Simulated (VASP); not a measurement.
# InAs (F-43m) in VASP: further runs

Runs on InAs. Level: LDA. Tasks: relaxation of cell and atoms.

Everything below comes from runs of VASP 6.6.1. Logs are shortened: lines on timing, memory, paths and dates and some standing lists are left out, and cuts for length are marked.

## Step 1: Starting point

The structure is cubic, space group F-43m (No. 216). The conventional cell has a = 6.036 Å, b = 6.036 Å, c = 6.036 Å, α = 90.00°, β = 90.00°, γ = 90.00°. Around In (site symmetry -43m) lie 4 As at 2.61 Å. Around As (site symmetry -43m) lie 4 In at 2.61 Å.

## Step 2: Relaxation of cell and atoms, LDA

INCAR

```
  PREC = Accurate
  ENCUT = 520
  EDIFF = 1E-7
  ISMEAR = 0
  SIGMA = 0.02
  LREAL = F
  LASPH = T
  NELM = 100
  ALGO = Normal
  ISIF = 3
  LWAVE = F
  LCHARG = F
  IBRION = 2
  NSW = 80
  EDIFFG = -0.002
```

KPOINTS

```
Automatic mesh
0
Gamma
  10 10 10
```

POSCAR

```
InAs
1.0
    0.0000000000      3.0180000000      3.0180000000
    3.0180000000      0.0000000000      3.0180000000
    3.0180000000      3.0180000000      0.0000000000
In As
1 1
Direct
    0.0000000000      0.0000000000      0.0000000000
    0.2500000000      0.2500000000      0.2500000000
```

Potentials or basis: VASP PAW LDA potentials, release 64 (In_d, As).

On the command line:

```bash
$ cat potpaw_LDA.64/In_d/POTCAR potpaw_LDA.64/As/POTCAR > POTCAR
$ mpirun -np 1 vasp_std > vasp.out
```

OUTCAR:

```text
PREC = Accurate
   ENCUT = 520
   EDIFF = 1E-7
   ISMEAR = 0
   LREAL = F
   LASPH = T
   NELM = 100
   ISIF = 3
   IBRION = 2
   NSW = 80
   EDIFFG = -0.002

 ion  position               nearest neighbor table
   1  0.000  0.000  0.000-   2 2.61   2 2.61   2 2.61   2 2.61
   2  0.250  0.250  0.250-   1 2.61   1 2.61   1 2.61   1 2.61

  LATTYP: Found a face centered cubic cell.
 ALAT       =     6.0360000000

  Lattice vectors:

 A1 = (   0.0000000000,   3.0180000000,   3.0180000000)
 A2 = (   3.0180000000,   0.0000000000,   3.0180000000)
 A3 = (   3.0180000000,   3.0180000000,   0.0000000000)

Analysis of symmetry for initial positions (statically):
=====================================================================
 Subroutine PRICEL returns:
 Original cell was already a primitive cell.

 Routine SETGRP: Setting up the symmetry group for a
 face centered cubic supercell.

 Subroutine GETGRP returns: Found 24 space group operations
 (whereof 24 operations were pure point group operations)
 out of a pool of 48 trial point group operations.

The static configuration has the point symmetry T_d .

Analysis of symmetry for dynamics (positions and initial velocities):
=====================================================================
 Subroutine PRICEL returns:
 Original cell was already a primitive cell.

 Routine SETGRP: Setting up the symmetry group for a
 face centered cubic supercell.

 Subroutine GETGRP returns: Found 24 space group operations
 (whereof 24 operations were pure point group operations)
 out of a pool of 48 trial point group operations.

The dynamic configuration has the point symmetry T_d .

 Subroutine INISYM returns: Found 24 space group operations
 (whereof 24 operations are pure point group operations),
 and found     1 'primitive' translations

----------------------------------------------------------------------------------------

                                     Primitive cell

  volume of cell :      54.9778

  direct lattice vectors                    reciprocal lattice vectors
     0.000000000  3.018000000  3.018000000    -0.165672631  0.165672631  0.165672631
     3.018000000  0.000000000  3.018000000     0.165672631 -0.165672631  0.165672631
     3.018000000  3.018000000  0.000000000     0.165672631  0.165672631 -0.165672631

  length of vectors
     4.268096531  4.268096531  4.268096531     0.286953414  0.286953414  0.286953414

  position of ions in fractional coordinates (direct lattice)
     0.000000000  0.000000000  0.000000000
     0.250000000  0.250000000  0.250000000

  ion indices of the primitive-cell ions
   primitive index   ion index
                 1           1
                 2           2

----------------------------------------------------------------------------------------

 KPOINTS: Automatic mesh

Automatic generation of k-mesh.
 Grid dimensions read from file:
 generate k-points for:   10   10   10

 Generating k-lattice:

  Cartesian coordinates                     Fractional coordinates (reciprocal lattice)
    -0.016567263  0.016567263  0.016567263     0.100000000  0.000000000  0.000000000
     0.016567263 -0.016567263  0.016567263     0.000000000  0.100000000  0.000000000
     0.016567263  0.016567263 -0.016567263     0.000000000  0.000000000  0.100000000

  Length of vectors
     0.028695341  0.028695341  0.028695341

  Shift w.r.t. Gamma in fractional coordinates (k-lattice)
     0.000000000  0.000000000  0.000000000

 Subroutine IBZKPT returns following result:
 ===========================================

 Found     47 irreducible k-points:

 Following reciprocal coordinates:
            Coordinates               Weight
  0.000000  0.000000  0.000000      1.000000
  0.100000  0.000000  0.000000      8.000000
  0.200000  0.000000  0.000000      8.000000
  0.300000  0.000000  0.000000      8.000000
  0.400000  0.000000  0.000000      8.000000
  0.500000  0.000000  0.000000      4.000000
[... 16 lines left out ...]
  0.300000  0.300000  0.000000      6.000000
  0.400000  0.300000  0.000000     24.000000
 [... further k-points ...]
   k-points           NKPTS =     47   k-points in BZ     NKDIM =     47   number of bands    NBANDS=     13
   number of dos      NEDOS =    301   number of ions     NIONS =      2
   total plane-waves  NPLWV =  32768
   dimension x,y,z NGX =    32 NGY =   32 NGZ =   32
   dimension x,y,z NGXF=    64 NGYF=   64 NGZF=   64
   ions per type =               1   1
   NGX,Y,Z   is equivalent  to a cutoff of  12.46, 12.46, 12.46 a.u.
   NGXF,Y,Z  is equivalent  to a cutoff of  24.93, 24.93, 24.93 a.u.
 SYSTEM =  unknown system
   PREC   = accura    normal or accurate (medium, high low for compatibility)
   ISTART =      0    job   : 0-new  1-cont  2-samecut
   ICHARG =      2    charge: 1-file 2-atom 10-const
   ISPIN  =      1    spin polarized calculation?
   LNONCOLLINEAR =      F non collinear calculations
   LSORBIT =      F    spin-orbit coupling
   LASPH  =      T    aspherical Exc in radial PAW
   ENCUT  =  520.0 eV  38.22 Ry    6.18 a.u.   7.94  7.94  7.94*2*pi/ulx,y,z
   NELM   =    100;   NELMIN=  2; NELMDL= -5     # of ELM steps
   EDIFF  = 0.1E-06   stopping-criterion for ELM
   LREAL  =      F    real-space projection
   EDIFFG = -.2E-02   stopping-criterion for IOM
   NSW    =     80    number of steps for IOM
   IBRION =      2    ionic relax: 0-MD 1-quasi-New 2-CG
   NFREE  =      1    steps in history (QN), initial steepest desc. (CG)
   ISIF   =      3    stress and relaxation
   ISYM   =      2    0-nonsym 1-usesym 2-fastsym
   POTIM  = 0.5000    time-step for ionic-motion
   TEBEG  =    0.0;   TEEND  =   0.0 temperature during run
   PSTRESS=    0.0 pullay stress
   NELECT =      18.0000    total number of electrons
   NUPDOWN=      -1.0000    fix difference up-down
   EMIN   =  10.00;   EMAX   =-10.00  energy-range for DOS
   EFERMI =   0.00;   METHOD = LEGACY
   ISMEAR =     0;   SIGMA  =   0.02  broadening in eV -4-tet -1-fermi 0-gaus
   EFERMI_NEDOS =   21; number of points for ismear=-14 and -15
   IALGO  =     38    algorithm
   IMIX   =      4    mixing-type and parameters
     AMIX     =   0.40;   BMIX     =  1.00
     AMIX_MAG =   1.60;   BMIX_MAG =  1.00
  volume/ion in A,a.u.               =      27.49       185.50
  Fermi-wavevector in a.u.,A,eV,Ry     =   1.128331  2.132236 17.321990  1.273130
  Thomas-Fermi vector in A             =   2.265020
   LORBIT       =      0    0 simple, 1 ext, 2 COOP (PROOUT), +10 PAW based schemes
   GGA     = CA    functional components
   LHFCALC =     F    Hartree Fock is set to
   AEXX    =    0.0000 exact exchange contribution
   IVDW    =     0    specifies the selected vdW correction
   LEPSILON=     F    determine dielectric tensor
   LRPA    =     F    only Hartree local field effects (RPA)
 conjugate gradient relaxation of ions
 non-spin polarized calculation
 Gauss-broadening in eV      SIGMA  =   0.02
  energy-cutoff  :      520.00
  volume of cell :       54.98
 maximum number of plane-waves:      1494
   NGX = 15   NGY = 15   NGZ = 15

--------------------------------------- Ionic step        1  -------------------------------------------

 number of electron      17.9999991 magnetization

 Free energy of the ion-electron system (eV)
  ---------------------------------------------------
  ext. energy  EPLUGINS =         0.00000000
  ---------------------------------------------------
  free energy    TOTEN  =        -9.02896217 eV

  energy without entropy =       -9.02893131  energy(sigma->0) =       -9.02894674

------------------------ aborting loop because EDIFF is reached ----------------------------------------

  FORCE on cell =-STRESS in cart. coord.  units (eV):
  Direction    XX          YY          ZZ          XY          YZ          ZX
  --------------------------------------------------------------------------------------
  -------------------------------------------------------------------------------------
  Total       -0.0492770     -0.0492770     -0.0492770      0.0000000      0.0000000     -0.0000000
  in kB       -1.4360407     -1.4360407     -1.4360407      0.0000000      0.0000000     -0.0000000
  external PRESSURE =      -1.4360407 kB  Pullay stress =       0.0000000 kB

 VOLUME and BASIS-vectors are now :
 -----------------------------------------------------------------------------
  energy-cutoff  :      520.00
  volume of cell :       54.98
      direct lattice vectors                 reciprocal lattice vectors
     0.000000000  3.018000000  3.018000000    -0.165672631  0.165672631  0.165672631
     3.018000000  0.000000000  3.018000000     0.165672631 -0.165672631  0.165672631
     3.018000000  3.018000000  0.000000000     0.165672631  0.165672631 -0.165672631
[... 37 lines left out ...]
 POSITION                                       TOTAL-FORCE (eV/Angst)
 -----------------------------------------------------------------------------------
      0.00000      3.01441      3.01441        -0.000000      0.000000     -0.000000
      1.50721      1.50721      1.50721         0.000000     -0.000000      0.000000
 -----------------------------------------------------------------------------------
    total drift:                               -0.000000     -0.000000     -0.000000

  FREE ENERGIE OF THE ION-ELECTRON SYSTEM (eV)
  ---------------------------------------------------
  free  energy   TOTEN  =        -9.0290048771 eV

  energy  without entropy=       -9.0289740246  energy(sigma->0) =       -9.02898945

--------------------------------------- Ionic step        3  -------------------------------------------

 number of electron      17.9999992 magnetization

 Free energy of the ion-electron system (eV)
  ---------------------------------------------------
  ext. energy  EPLUGINS =         0.00000000
  ---------------------------------------------------
  free energy    TOTEN  =        -9.02901983 eV

  energy without entropy =       -9.02898897  energy(sigma->0) =       -9.02900440

 E-fermi :   4.4239     XC(G=0):  -9.4458

 val. band max:        4.4178384041   @ k =   0.0000   0.0000   0.0000
 cond. band min:       5.2421056379   @ k =   0.5000   0.0000   0.0000
 fundamental gap:      0.8242672338
 Fermi energy:         4.4239296614

 k-point     1 :       0.0000    0.0000    0.0000
  band No.  band energies     occupation
      1      -9.9552      2.00000
      2      -9.9552      2.00000
      3      -9.9552      2.00000
      4      -9.8234      2.00000
      5      -9.8234      2.00000
      6      -7.5474      2.00000
      7       4.0631      2.00000
      8       4.4178      1.33334
      9       4.4178      1.33334
     10       4.4178      1.33333
     11       8.2442      0.00000
     12       8.2442      0.00000
     13       8.2442      0.00000

 k-point     2 :       0.1000    0.0000    0.0000
  band No.  band energies     occupation
      1      -9.9696      2.00000
      2      -9.9512      2.00000
      3      -9.9512      2.00000
      4      -9.8235      2.00000
      5      -9.8235      2.00000
      6      -7.4409      2.00000
      7       2.8234      2.00000
      8       4.2852      2.00000
      9       4.2852      2.00000
     10       5.2772      0.00000
     11       8.3020      0.00000
[... 339 lines left out ...]
 k-point    24 :       0.4000    0.3000    0.0000
  band No.  band energies     occupation
      1     -10.1128      2.00000
      2      -9.8928      2.00000
      3      -9.8901      2.00000
      4      -9.8517      2.00000
      5      -9.8055      2.00000
      6      -6.0585      2.00000
      7      -0.6544      2.00000
      8       2.1663      2.00000
      9       2.4426      2.00000
     10       6.3306      0.00000
     11       7.1153      0.00000
     12      10.9732      0.00000
     13      11.7470      0.00000

 [... further k-points ...]
[... 5 lines left out ...]
  --------------------------------------------------------------------------------------
  -------------------------------------------------------------------------------------
  Total       -0.0011342     -0.0011342     -0.0011342      0.0000000      0.0000000     -0.0000000
  in kB       -0.0331313     -0.0331313     -0.0331313      0.0000000      0.0000000     -0.0000000
  external PRESSURE =      -0.0331313 kB  Pullay stress =       0.0000000 kB

 VOLUME and BASIS-vectors are now :
 -----------------------------------------------------------------------------
  energy-cutoff  :      520.00
  volume of cell :       54.85
      direct lattice vectors                 reciprocal lattice vectors
     0.000000000  3.015632320  3.015632320    -0.165802706  0.165802706  0.165802706
     3.015632320  0.000000000  3.015632320     0.165802706 -0.165802706  0.165802706
     3.015632320  3.015632320 -0.000000000     0.165802706  0.165802706 -0.165802706

 POSITION                                       TOTAL-FORCE (eV/Angst)
 -----------------------------------------------------------------------------------
      0.00000      0.00000      0.00000        -0.000000      0.000000      0.000000
      1.50782      1.50782      1.50782         0.000000     -0.000000     -0.000000
 -----------------------------------------------------------------------------------
    total drift:                               -0.000000     -0.000000     -0.000000

  FREE ENERGIE OF THE ION-ELECTRON SYSTEM (eV)
  ---------------------------------------------------
  free  energy   TOTEN  =        -9.0290198251 eV

  energy  without entropy=       -9.0289889727  energy(sigma->0) =       -9.02900440

 reached required accuracy - stopping structural energy minimisation
```

Run time: 34 s. Hardware: 1 thread of AMD EPYC 9R45 (Zen 5), shared host; peak memory 0.15 GiB.

Results:

```
Free energy                            : -9.0290 eV
Relaxed volume                         : 27.42 Å³/atom
Relaxed cell                           : a = 4.265 Å, b = 4.265 Å, c = 4.265 Å, α = 60.00°, β = 60.00°, γ = 60.00°
Space group after relaxing (to 0.05 Å) : F-43m (No. 216)
Energy gained by relaxing              : 0.0 meV/atom
Ionic steps                            : 3
Pressure after relaxing                : 0.0 GPa
Band gap on the k mesh                 : none (metal or under the smearing width)
```

Final structure:
```
In As
1.0
     0.00000    3.01563    3.01563
     3.01563    0.00000    3.01563
     3.01563    3.01563    0.00000
In As
1 1
Cartesian
  0.0000 0.0000 0.0000
  1.5078 1.5078 1.5078
```

Levels at points of the mesh, in eV from the Fermi level:
```tsv
k point	band 6	band 7	band 8	band 9	band 10	band 11	band 12	band 13
(0.00, 0.00, 0.00)	-11.97	-0.36	-0.01	-0.01	-0.01	3.82	3.82	3.82
(0.50, 0.00, 0.00)	-10.47	-5.88	-1.02	-1.02	0.82	4.61	4.61	6.69
(0.50, 0.50, 0.00)	-9.91	-5.96	-2.38	-2.38	1.40	1.95	9.05	9.18
```

Caveat: this crystal is a semiconductor, whose small gap the functional closes, so the metal is an error of the method.

## Step 3: Relaxation of cell and atoms, LDA

This run uses another cell than the first one, of 27.42 Å³/atom, 0.998 times its volume.

INCAR is that of step 2.

KPOINTS is that of step 2.

POSCAR

```
InAs                                    
1.0
    0.0000000000      3.0156323196      3.0156323196
    3.0156323196      0.0000000000      3.0156323196
    3.0156323196      3.0156323196     -0.0000000000
  In              As            
     1     1
Direct
     0.0000000000000000    0.0000000000000000    0.0000000000000000
     0.2500000000000000    0.2500000000000000    0.2500000000000000
```

Potentials or basis: VASP PAW LDA potentials, release 64 (In_d, As).

On the command line:

```bash
$ cat potpaw_LDA.64/In_d/POTCAR potpaw_LDA.64/As/POTCAR > POTCAR
$ mpirun -np 1 vasp_std > vasp.out
```

It took 18 s on 1 thread of AMD EPYC 9R45 (Zen 5), shared host; peak memory 0.15 GiB.

Results (log left out):

| Property | Result |
| --- | --- |
| Free energy | -9.0290 eV |
| Pressure after relaxing | 0.0 GPa |
| Band gap on the k mesh | none (metal or under the smearing width) |

Final structure:
```
In As
1.0
     0.00000    3.01563    3.01563
     3.01563    0.00000    3.01563
     3.01563    3.01563    0.00000
In As
1 1
Direct
  0.00000 0.00000 0.00000
  0.25000 0.25000 0.25000
```

Levels at points of the mesh, in eV from the Fermi level:
```tsv
k point	band 6	band 7	band 8	band 9	band 10	band 11	band 12	band 13
(0.00, 0.00, 0.00)	-11.97	-0.36	-0.01	-0.01	-0.01	3.82	3.82	3.82
(0.50, 0.00, 0.00)	-10.47	-5.88	-1.02	-1.02	0.82	4.61	4.61	6.69
(0.50, 0.50, 0.00)	-9.91	-5.96	-2.38	-2.38	1.40	1.95	9.05	9.18
```

Caveat: the relaxation stopped at its first step, so nothing moved; this crystal is a semiconductor, whose small gap the functional closes, so the metal is an error of the method.
